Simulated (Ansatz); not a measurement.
**Ruthenium, A15 under PBEsol: relaxation and energy**

What does PBEsol give for ruthenium in the A15 structure? We relax it, then solve it on a dense k-mesh. Spin polarisation is left out. The k-meshes are 6×6×6 for the relaxation; 7×7×7 for the dense run.

Computed with Ansatz 0.2.0 (DFT PBEsol, plane waves (420 eV) with PAW, scalar-relativistic; PAW files made under PBE, frozen cores solved again for the functional, unless a step says otherwise).

## Step 1: Starting point

The structure is cubic, space group Pm-3n (No. 223). The conventional cell has a = 4.769 Å, b = 4.769 Å, c = 4.769 Å, α = 90.00°, β = 90.00°, γ = 90.00°. Around Ru (site symmetry m-3) lie 12 Ru at 2.67 Å. Ru (site symmetry -4m2) has 6 Ru at 2.38 to 2.67 Å as nearest neighbours.

As a file:

```
CELL_PARAMETERS angstrom
4.76864 0.00000 0.00000
0.00000 4.76864 0.00000
0.00000 0.00000 4.76864
ATOMIC_POSITIONS crystal
Ru 0.00000 0.00000 0.00000
Ru 0.50000 0.50000 0.50000
Ru 0.25000 0.00000 0.50000
Ru 0.75000 0.00000 0.50000
Ru 0.50000 0.25000 0.00000
Ru 0.50000 0.75000 0.00000
Ru 0.00000 0.50000 0.25000
Ru 0.00000 0.50000 0.75000
```

## Step 2: Relaxing cell and atoms

Contents of input.yaml:

```yaml
crystal:
  lattice:
    - [4.7686371176, 0.0, 0.0]
    - [0.0, 4.7686371176, 0.0]
    - [0.0, 0.0, 4.7686371176]
  atoms:
    - { symbol: Ru, position: [0.0, 0.0, 0.0] }
    - { symbol: Ru, position: [0.5, 0.5, 0.5] }
    - { symbol: Ru, position: [0.25, 0.0, 0.5] }
    - { symbol: Ru, position: [0.75, 0.0, 0.5] }
    - { symbol: Ru, position: [0.5, 0.25, 0.0] }
    - { symbol: Ru, position: [0.5, 0.75, 0.0] }
    - { symbol: Ru, position: [0.0, 0.5, 0.25] }
    - { symbol: Ru, position: [0.0, 0.5, 0.75] }
hamiltonian:
  xc: pbesol
  pseudopotentials:
    kind: paw
    azcp:
      Ru: "pseudopotentials/Ru.paw.azcp"
basis:
  ecutwfc: 420
  fft_grid_basis: typed
kpoints:
  mp_grid: { grid: [6, 6, 6], shift: [0, 0, 0] }
magnetization:
  spin_polarized: false
scf:
  occupations: { method: fermi_dirac, width: 0.1 }
relax:
  max_steps: 60
  f_tol: 0.01
  cell: {}
```

Started as:

```bash
ansatz run input.yaml --threads 4 --pin off --max-ram 8192MiB --backend cpu --events-out ev --progress --plain --runs-dir out
```

Standard output:

```text
Warning: <dir> the record states the generating functional pbe (its physics header spells it `PBE`), which answers neither for hamiltonian.xc's functional nor for the pbesol family's — results may be inconsistent (PPs are generated against a specific XC)
Warning: RAYON_NUM_THREADS=4 ignored (pool sized by the plan → 4); use --threads N
Engine: ansatz 0.2.0, aarch64-unknown-linux-gnu
Pseudopotentials: kind: paw
Pseudopotential: Ru, paw, valence charge 16, recommended cutoff 420 eV (normal), <dir>
Functional definition: PBEsol
  exchange = pbesol_x
  correlation = pbesol_c
Crystal: 8 atoms, lattice volume = 108.438 Å³
Basis set: ecut = 420 eV, 2103 PW (Γ), exchange–correlation on 64×64×64 points (8 copies of the dense FFT grid, shifted against one another)
Bands: 77, of which v1, the nominal top of the filled ones, is band 64 counted from 1 (63 counted from 0)
Symmetry: 48 space group operations
Space group: Pm-3n (ITA 223), of the structure as read, at distance tolerance 4.8e-5 Å
k-points: 20 of 216
Non-local potential: Ru, projectors of the file, l = 0: 3, l = 1: 2, l = 2: 2, l = 3: 1
PAW form: soft (Blöchl's): semilocal exchange-correlation on the pseudo side does not see the compensation charge
PAW frozen core: Ru, regenerated for the run's functional, and the local potential with it (the file was generated under x = pbe(κ = 0.804, μ = 0.2195149727645171), c = pbe(β = 0.06672455060314922))
PAW one-centre angular grid: Ru, 590 points (default); XC on 64 Gauss nodes
Initial density: superposition of atomic densities (neutral atoms: chi_scale 0, normalization atom), corrected by the library's trained network
Initial wavefunctions: pseudopotential atomic-orbital guess
Functional: x = pbesol(κ = 0.804, μ = 0.12345679012345678), c = pbesol(β = 0.046)
SCF iter   1: F=—  HF=-46528.776918 eV  |F-HF|=—  |Δ(HF+E_count)|=         —  Δρ=1.04e-2  dr2=1.27e-1  ethr=1.77e-3  ⟨swp⟩=5.2  Hψ=4776  notcnv=0
preconditioner: auto → Kerker (q_TF=auto, 2.805 Å⁻¹)  [metal: Δε(μ)=0.044 eV  Ē_g=4.927 eV  σ=0.100 eV  W_gap=0.11  n_scr=32 (ndim 8)  ℏωp=28.5 eV  f_vac=0.000  D(μ)=9.83/eV (n_scr^D=122)]
SCF iter   2: F=—  HF=-46528.766653 eV  |F-HF|=—  |Δ(HF+E_count)|=   1.03e-2  Δρ=4.53e-3  dr2=2.55e-2  ethr=9.90e-5  ⟨swp⟩=1.1  Hψ=1781  notcnv=0
SCF iter   3: F=—  HF=-46528.764006 eV  |F-HF|=—  |Δ(HF+E_count)|=   2.65e-3  Δρ=6.19e-4  dr2=3.15e-4  ethr=1.99e-5  ⟨swp⟩=2.7  Hψ=2643  notcnv=0
SCF iter   4: F=—  HF=-46528.764016 eV  |F-HF|=—  |Δ(HF+E_count)|=   1.01e-5  Δρ=9.38e-5  dr2=1.35e-5  ethr=2.46e-7  ⟨swp⟩=2.4  Hψ=2609  notcnv=0
SCF iter   5: F=—  HF=-46528.764048 eV  |F-HF|=—  |Δ(HF+E_count)|=   3.20e-5  Δρ=3.76e-5  dr2=1.97e-6  ethr=1.05e-8  ⟨swp⟩=2.2  Hψ=2290  notcnv=0
SCF iter   6: F=-46528.764048 eV  HF=-46528.764048 eV  |F-HF|=4.56e-8  |Δ(HF+E_count)|=   1.08e-7  Δρ=8.18e-6  dr2=7.19e-8  ethr=7.81e-11  ⟨swp⟩=3.0  Hψ=6640  notcnv=0
SCF 1 converged in 6 iterations: F = -46528.764048 eV  dr2 = 7.19e-8
relax step   1: F+E_penalty+E_count = -46528.76404755 eV  Δ(F+E_penalty+E_count) = +0.000e0 eV  max|allowed force component| = 1.583e-17 eV/Å  Δτ_max = 0.0000 Å  P = +4.651 GPa  Ω = 108.438 Å³  (6 SCF iters, dr2 threshold 1.00e-7 eV, accepted)
Crystal: 8 atoms, lattice volume = 111.621 Å³
Basis set: ecut = 420 eV, 2109 PW (Γ), exchange–correlation on 64×64×64 points (8 copies of the dense FFT grid, shifted against one another)
Initial density: handed on by an earlier stage of this run
Initial wavefunctions: those handed on with the density
iter 1 solved again at ethr=3.83e-6 eV; its pass at ethr=3.10e-3 eV (dr2=4.90e-3 eV) is discarded
SCF iter   1: F=—  HF=-46528.762996 eV  |F-HF|=—  |Δ(HF+E_count)|=         —  Δρ=2.33e-3  dr2=5.53e-3  ethr=3.83e-6  ⟨swp⟩=2.2  Hψ=7204  notcnv=0
preconditioner: auto → Kerker (q_TF=auto, 2.791 Å⁻¹)  [metal: Δε(μ)=0.014 eV  Ē_g=4.715 eV  σ=0.100 eV  W_gap=0.03  n_scr=32 (ndim 8)  ℏωp=28.1 eV  f_vac=0.000  D(μ)=10.71/eV (n_scr^D=146)]
SCF iter   2: F=—  HF=-46528.762345 eV  |F-HF|=—  |Δ(HF+E_count)|=   6.51e-4  Δρ=1.27e-3  dr2=1.41e-3  ethr=3.83e-6  ⟨swp⟩=1.1  Hψ=1543  notcnv=0
SCF iter   3: F=—  HF=-46528.762181 eV  |F-HF|=—  |Δ(HF+E_count)|=   1.64e-4  Δρ=2.10e-4  dr2=2.89e-5  ethr=1.10e-6  ⟨swp⟩=2.0  Hψ=1975  notcnv=0
SCF iter   4: F=—  HF=-46528.762026 eV  |F-HF|=—  |Δ(HF+E_count)|=   1.56e-4  Δρ=2.61e-5  dr2=4.45e-7  ethr=6.25e-10  ⟨swp⟩=3.0  Hψ=6136  notcnv=0
iter 5 did not close the SCF: its close was put off for the readings that it lacked (scf_convergence_deferred on its scf_iter line)
SCF iter   5: F=-46528.762026 eV  HF=-46528.762026 eV  |F-HF|=1.85e-8  |Δ(HF+E_count)|=   6.43e-8  Δρ=7.16e-6  dr2=3.86e-8  ethr=3.48e-10  ⟨swp⟩=2.5  Hψ=2839  notcnv=0
SCF iter   6: F=-46528.762026 eV  HF=-46528.762026 eV  |F-HF|=4.00e-10  |Δ(HF+E_count)|=   6.62e-9  Δρ=1.28e-6  dr2=1.42e-9  ethr=3.02e-11  ⟨swp⟩=1.8  Hψ=3936  notcnv=0
SCF 2 converged in 6 iterations: F = -46528.762026 eV  dr2 = 1.42e-9
relax step   2: F+E_penalty+E_count = -46528.76202556 eV  Δ(F+E_penalty+E_count) = +2.022e-3 eV  max|allowed force component| = 1.800e-17 eV/Å  Δτ_max = 0.0000 Å  P = -4.500 GPa  Ω = 111.621 Å³  energy of the carried Pulay correction = -1.003e-3 eV  (6 SCF iters, dr2 threshold 8.00e-7 eV, rejected (line search))
Crystal: 8 atoms, lattice volume = 110.005 Å³
iter 1 solved again at ethr=1.16e-6 eV; its pass at ethr=3.10e-3 eV (dr2=1.48e-3 eV) is discarded
SCF iter   1: F=—  HF=-46528.786023 eV  |F-HF|=—  |Δ(HF+E_count)|=         —  Δρ=1.18e-3  dr2=1.38e-3  ethr=1.16e-6  ⟨swp⟩=2.0  Hψ=6229  notcnv=0
preconditioner: auto → Kerker (q_TF=auto, 2.798 Å⁻¹)  [metal: Δε(μ)=0.028 eV  Ē_g=4.817 eV  σ=0.100 eV  W_gap=0.07  n_scr=32 (ndim 8)  ℏωp=28.3 eV  f_vac=0.000  D(μ)=10.32/eV (n_scr^D=122)]
SCF iter   2: F=—  HF=-46528.785849 eV  |F-HF|=—  |Δ(HF+E_count)|=   1.74e-4  Δρ=6.51e-4  dr2=3.70e-4  ethr=1.08e-6  ⟨swp⟩=1.1  Hψ=1542  notcnv=0
SCF iter   3: F=—  HF=-46528.785806 eV  |F-HF|=—  |Δ(HF+E_count)|=   4.35e-5  Δρ=1.04e-4  dr2=5.06e-6  ethr=2.89e-7  ⟨swp⟩=2.0  Hψ=2124  notcnv=0
SCF iter   4: F=—  HF=-46528.785760 eV  |F-HF|=—  |Δ(HF+E_count)|=   4.54e-5  Δρ=1.37e-5  dr2=1.43e-7  ethr=3.95e-9  ⟨swp⟩=2.0  Hψ=2188  notcnv=0
SCF iter   5: F=—  HF=-46528.785760 eV  |F-HF|=—  |Δ(HF+E_count)|=   9.95e-9  Δρ=3.18e-6  dr2=8.92e-9  ethr=1.11e-10  ⟨swp⟩=2.0  Hψ=2788  notcnv=0
SCF iter   6: F=—  HF=-46528.785760 eV  |F-HF|=—  |Δ(HF+E_count)|=  8.44e-10  Δρ=7.36e-7  dr2=3.50e-10  ethr=6.97e-12  ⟨swp⟩=2.2  Hψ=2158  notcnv=0
SCF iter   7: F=-46528.785760 eV  HF=-46528.785760 eV  |F-HF|=0.00e0  |Δ(HF+E_count)|=  7.28e-11  Δρ=1.19e-7  dr2=9.76e-12  ethr=1.00e-12  ⟨swp⟩=4.0  Hψ=4858  notcnv=0
SCF 3 converged in 7 iterations: F = -46528.785760 eV  dr2 = 9.76e-12
relax step   3: F+E_penalty+E_count = -46528.78576024 eV  Δ(F+E_penalty+E_count) = -2.171e-2 eV  max|allowed force component| = 1.702e-17 eV/Å  Δτ_max = 0.0000 Å  P = -0.044 GPa  Ω = 110.005 Å³  energy of the carried Pulay correction = -4.974e-4 eV  (7 SCF iters, accepted)
Basis set: ecut = 420 eV, 2109 PW (Γ), exchange–correlation on 72×72×72 points (8 copies of the dense FFT grid, shifted against one another)
Initial wavefunctions: pseudopotential atomic-orbital guess (no wavefunctions were taken with the density)
iter 1 solved again at ethr=4.29e-8 eV; its pass at ethr=3.10e-3 eV (dr2=5.50e-5 eV) is discarded
SCF iter   1: F=—  HF=-46528.786230 eV  |F-HF|=—  |Δ(HF+E_count)|=         —  Δρ=4.58e-5  dr2=1.61e-7  ethr=4.29e-8  ⟨swp⟩=3.0  Hψ=9358  notcnv=0
preconditioner: auto → Kerker (q_TF=auto, 2.798 Å⁻¹)  [metal: Δε(μ)=0.025 eV  Ē_g=4.814 eV  σ=0.100 eV  W_gap=0.06  n_scr=32 (ndim 8)  ℏωp=28.3 eV  f_vac=0.000  D(μ)=10.35/eV (n_scr^D=122)]
SCF iter   2: F=—  HF=-46528.786200 eV  |F-HF|=—  |Δ(HF+E_count)|=   3.01e-5  Δρ=2.34e-5  dr2=3.95e-8  ethr=1.26e-10  ⟨swp⟩=2.0  Hψ=2395  notcnv=0
SCF iter   3: F=—  HF=-46528.786200 eV  |F-HF|=—  |Δ(HF+E_count)|=   1.23e-7  Δρ=1.24e-6  dr2=2.84e-10  ethr=3.08e-11  ⟨swp⟩=3.0  Hψ=2796  notcnv=0
iter 4 did not close the SCF: its close was put off for the readings that it lacked (scf_convergence_deferred on its scf_iter line)
SCF iter   4: F=-46528.786200 eV  HF=-46528.786200 eV  |F-HF|=0.00e0  |Δ(HF+E_count)|=  2.18e-10  Δρ=1.58e-7  dr2=6.10e-12  ethr=1.00e-12  ⟨swp⟩=1.0  Hψ=1540  notcnv=0
iter 5 did not close the SCF: its close was put off for the readings that it lacked (scf_convergence_deferred on its scf_iter line)
SCF iter   5: F=-46528.786200 eV  HF=-46528.786200 eV  |F-HF|=0.00e0  |Δ(HF+E_count)|=    0.00e0  Δρ=4.66e-8  dr2=8.36e-13  ethr=1.00e-12  ⟨swp⟩=1.0  Hψ=1540  notcnv=0
iter 6 did not close the SCF: its close was put off for the readings that it lacked (scf_convergence_deferred on its scf_iter line)
SCF iter   6: F=-46528.786200 eV  HF=-46528.786200 eV  |F-HF|=0.00e0  |Δ(HF+E_count)|=    0.00e0  Δρ=1.05e-8  dr2=9.46e-14  ethr=1.00e-12  ⟨swp⟩=1.0  Hψ=1540  notcnv=0
iter 7 did not close the SCF: its close was put off for the readings that it lacked (scf_convergence_deferred on its scf_iter line)
SCF iter   7: F=-46528.786200 eV  HF=-46528.786200 eV  |F-HF|=0.00e0  |Δ(HF+E_count)|=  1.46e-11  Δρ=2.85e-9  dr2=4.75e-15  ethr=1.00e-12  ⟨swp⟩=1.0  Hψ=1540  notcnv=0
SCF iter   8: F=-46528.786200 eV  HF=-46528.786200 eV  |F-HF|=0.00e0  |Δ(HF+E_count)|=    0.00e0  Δρ=6.83e-10  dr2=1.92e-16  ethr=1.00e-12  ⟨swp⟩=2.0  Hψ=3306  notcnv=0
SCF 4 converged in 8 iterations: F = -46528.786200 eV  dr2 = 1.92e-16
relax step   4: F+E_penalty+E_count = -46528.78620018 eV  Δ(F+E_penalty+E_count) = -4.399e-4 eV  max|allowed force component| = 3.245e-17 eV/Å  Δτ_max = 0.0000 Å  P = -0.048 GPa  Ω = 110.005 Å³  stress off target by 4.83e-2 GPa  SCF on the basis re-selected at this cell (its energy is not comparable with the rows above)  (8 SCF iters)
basis re-selected at this cell: Δ(F+E_penalty+E_count) = -4.399e-4 eV, ΔP = -0.004 GPa vs the last step (what re-selecting the basis moved, of the pressure what is left beyond the Pulay correction that the steps carried, after the strain that the cell walked since its last selection, with what the two solves' SCF thresholds leave and, on support functions, any second-order correction that the steps lacked; it is no measure of the basis error at this ecutwfc). The dense FFT grid was sized anew with the basis: this SCF ran on 36×36×36 points, the steps before it on 32×32×32, so part of this shift can come from that change (see relax.cell in the input reference). This SCF's stress stands 4.83e-2 GPa from its target on what of the cell is left free (relax.cell.stress_tol is 5.00e-2 GPa) and its largest allowed force component is 3.25e-17 eV/Å (relax.f_tol is 1.00e-2 eV/Å): within both
SCF converged after 8 iterations
Free energy (F): -46528.786200 eV
Harris-Foulkes:  -46528.786200 eV  (|F-HF|=0.00e0)
Internal energy: -46528.438249 eV  (E = F + TS)
E sigma→0 (E₀):  -46528.612225 eV
Entropy (-TS):   -0.347951 eV (-43.494 meV/atom)
Fermi energy:    23.182994 eV
--- Per-component energies (eV) ---
  E_band       = -475.547805
  E_kinetic    = 4116.565381
  E_local      = -10258.986565  (includes V_loc(G=0)·N_el)
  E_nonlocal   = 2764.579295
  E_hartree    = 3296.634251
  E_xc         = -1515.158260
  E_vxc        = -1908.595063  (∫ρ·V_xc dr)
  E_paw        = -27197.773639  (= ΣΔE_a)
  E_vpaw       = -1782.377624  (= ΣTr[D̂ρ^β])
  E_aug_tail   = -0.001730  (compensation charges beyond the density's cutoff)
  E_ewald      = -17736.323350
  E_core_change = 2.026368  (= ΣΔE_core)
  E_smearing   = -0.347951  (= −TS)
  E_closure    = 0.000000  (closes the sum)
  Σ components = -46528.786200   (vs F -46528.786200, Δ=0.00e0)
--- Forces (eV/Å), atoms counted from 1 ---
  atom   1  Ru    -0.00000000     0.00000000     0.00000000
  atom   2  Ru     0.00000000    -0.00000000    -0.00000000
  atom   3  Ru     0.00000000    -0.00000000     0.00000000
  atom   4  Ru    -0.00000000     0.00000000    -0.00000000
  atom   5  Ru     0.00000000    -0.00000000    -0.00000000
  atom   6  Ru    -0.00000000     0.00000000     0.00000000
  atom   7  Ru     0.00000000    -0.00000000     0.00000000
  atom   8  Ru    -0.00000000     0.00000000     0.00000000
  max |Σ_I F_I| component: 1.45e-17 eV/Å
--- Stress (GPa, compression-positive) ---
       -0.048330      -0.000000      -0.000000
       -0.000000      -0.048330      -0.000000
       -0.000000      -0.000000      -0.048330
  P = ⅓ Tr σ = -0.0483 GPa (-0.483 kbar)
--- Relaxed structure (3 steps of the walk, 2 accepted, 1 SCFs on fresh bases) ---
  F+E_penalty+E_count = -46528.78620018 eV   max|allowed force component| = 3.245e-17 eV/Å   (the final SCF, on the basis selected at the relaxed cell)
  cell:  # Å, volume = 110.0050 Å³
    - [4.791492954753339, 5.757728062907673e-34, -6.419766481290786e-35]
    - [5.7777898331617076e-34, 4.791492954753339, -3.209883240645393e-35]
    - [1.925929944387236e-34, -3.209883240645393e-35, 4.791492954753339]
  atoms:
    - { symbol: Ru, position: [5.140457309841292e-36, -2.5516380464431597e-36, 1.5776339569845402e-37] }
    - { symbol: Ru, position: [0.5, 0.5, 0.5] }
    - { symbol: Ru, position: [0.25, -4.2344476005600056e-36, 0.5] }
    - { symbol: Ru, position: [0.7499999999999999, 8.386624055316311e-36, 0.5] }
    - { symbol: Ru, position: [0.5, 0.25, -2.6293899283075776e-37] }
    - { symbol: Ru, position: [0.5, 0.7499999999999999, -6.8364138135996965e-37] }
    - { symbol: Ru, position: [-1.5907809066260772e-36, 0.5, 0.25] }
    - { symbol: Ru, position: [-1.1700785180968466e-36, 0.5, 0.7499999999999999] }
```

Wall time 9.8 s (4 threads of Arm Neoverse V1, shared host); peak memory 0.54 GiB.

Step by step:

```csv
step,energy change (meV/atom),largest force (eV/Å),pressure (GPa),volume (Å³/atom),accepted
1,0.00,0.0000,4.65,13.555,yes
2,0.25,0.0000,-4.50,13.953,no
3,-2.71,0.0000,-0.04,13.751,yes
4,-2.77,0.0000,-0.05,13.751,yes
```

Steps that repeat a cell are solved on a basis chosen anew, so their changes of energy are no gain of the relaxation.

Changes in the cell that was computed:

|  | before | after | change |
| --- | --- | --- | --- |
| a (Å) | 4.769 | 4.791 | +0.5 % |
| b (Å) | 4.769 | 4.791 | +0.5 % |
| c (Å) | 4.769 | 4.791 | +0.5 % |
| volume (Å³/atom) | 13.555 | 13.751 | +1.4 % |
| shortest distance (Å) | 2.384 | 2.396 | +0.5 % |
| space group (spins left aside) | Pm-3n | Pm-3n | same |

## Step 3: The energy on a finer k-mesh

Contents of input.yaml:

```yaml
crystal:
  lattice:
    - [4.7914929548, 0.0, 0.0]
    - [0.0, 4.7914929548, 0.0]
    - [0.0, 0.0, 4.7914929548]
  atoms:
    - { symbol: Ru, position: [0.0, 1.0, 0.0] }
    - { symbol: Ru, position: [0.5, 0.5, 0.5] }
    - { symbol: Ru, position: [0.25, 1.0, 0.5] }
    - { symbol: Ru, position: [0.75, 0.0, 0.5] }
    - { symbol: Ru, position: [0.5, 0.25, 1.0] }
    - { symbol: Ru, position: [0.5, 0.75, 1.0] }
    - { symbol: Ru, position: [1.0, 0.5, 0.25] }
    - { symbol: Ru, position: [1.0, 0.5, 0.75] }
hamiltonian:
  xc: pbesol
  pseudopotentials:
    kind: paw
    azcp:
      Ru: "pseudopotentials/Ru.paw.azcp"
basis:
  ecutwfc: 420
  fft_grid_basis: typed
kpoints:
  mp_grid: { grid: [7, 7, 7], shift: [0, 0, 0] }
magnetization:
  spin_polarized: false
scf:
  occupations: { method: fermi_dirac, width: 0.1 }
```

Started as:

```bash
ansatz run input.yaml --threads 4 --pin off --max-ram 8192MiB --backend cpu --events-out ev --progress --plain --runs-dir out
```

Standard output (excerpt; [...] marks lines left out):

```text
Warning: <dir> the record states the generating functional pbe (its physics header spells it `PBE`), which answers neither for hamiltonian.xc's functional nor for the pbesol family's — results may be inconsistent (PPs are generated against a specific XC)
Warning: RAYON_NUM_THREADS=4 ignored (pool sized by the plan → 4); use --threads N
[...]
[... 3 set-up lines as earlier in the session ...]
[...]
Crystal: 8 atoms, lattice volume = 110.005 Å³
Basis set: ecut = 420 eV, 2109 PW (Γ)
Bands: 77, of which v1, the nominal top of the filled ones, is band 64 counted from 1 (63 counted from 0)
[... 2 set-up lines as earlier in the session ...]
k-points: 20 of 343
[...]
SCF iter   1: F=—  HF=-46528.876542 eV  |F-HF|=—  |Δ(HF+E_count)|=         —  Δρ=1.12e-2  dr2=1.40e-1  ethr=1.77e-3  ⟨swp⟩=5.0  Hψ=4630  notcnv=0
[...]
SCF iter   6: F=-46528.863004 eV  HF=-46528.863004 eV  |F-HF|=3.67e-8  |Δ(HF+E_count)|=   1.73e-7  Δρ=7.36e-6  dr2=6.65e-8  ethr=7.81e-11  ⟨swp⟩=2.0  Hψ=4616  notcnv=0
[...]
SCF converged after 6 iterations
Free energy (F): -46528.863004 eV
[...]
E sigma→0 (E₀):  -46528.690378 eV
Entropy (-TS):   -0.345252 eV (-43.156 meV/atom)
Fermi energy:    23.179056 eV
[...]
```

Run time: 2.3 s. Hardware: 4 threads of Arm Neoverse V1, shared host; peak memory 0.51 GiB.

## Step 4: Results

```
                      quantity                         value
space group (spins left aside)               Pm-3n (No. 223)
             conventional cell                   a = 4.791 Å
                        volume                13.751 Å³/atom
             shortest distance                       2.396 Å
               gap on the mesh  none (levels filled in part)
               relative to hcp                 +420 meV/atom
```

What this shows: The relaxation enlarged the cell by 1.4 % in volume. It lies 420 meV/atom above the element's reference form at the same level (hcp, from a run of its own), so it is far from stable. No gap shows: it is a metal or semimetal at this level. The symmetry was held, so the structure may be unstable against distortions that break it.
